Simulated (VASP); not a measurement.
**WC (Qusongite) under changes of volume**

One of the cells (10.584 Å³/atom); the others are scaled copies at fixed shape and fractional positions:

```xyz
2
Lattice="2.9257 0.0000 0.0000 -1.4629 2.5338 0.0000 0.0000 0.0000 2.8554" Properties=species:S:1:pos:R:3 pbc="T T T"
W     0.0000    0.0000    0.0000
C     1.4629    0.8446    1.4277
```

| Item | Value |
| --- | --- |
| Program | VASP 6.6.1 |
| Functional | PBEsol |
| Potentials or basis | VASP PAW PBE potentials, release 64 (W_sv, C) |
| Cutoff | 520 eV |
| k mesh | 10 × 10 × 9 |
| Occupations | fermi-dirac, width 0.05 eV |
| Spin | no spin polarisation |

```tsv
volume (Å³/atom)	energy over the lowest point (meV/atom)	pressure (GPa)
9.754	41.43	26.2
9.961	14.25	15.7
10.169	0.00	6.2
10.584	5.23	-9.9
10.791	22.47	-16.8
10.999	?	?
```

**Question.** What does the run at 10.999 Å³/atom give?

**Answer.** Energy over the lowest point 48.15 meV/atom; pressure -22.9 GPa.

Worked out: A Birch-Murnaghan fit of order 3 (a polynomial in V^(-2/3)) to the other rows has its minimum at 10.32 Å³/atom with B0 = V·E''(V) = 413 GPa and B' = 4.3 at fixed shape and positions, which overstates the stiffness. It gives 48.26 meV/atom at 10.999 Å³/atom, against the run's 48.15, and -dE/dV = -22.9 GPa, against -22.9.

Energies are extrapolated to zero smearing.

Caveats: the PAW data sets were made with another functional, which shifts forces and pressure a little.
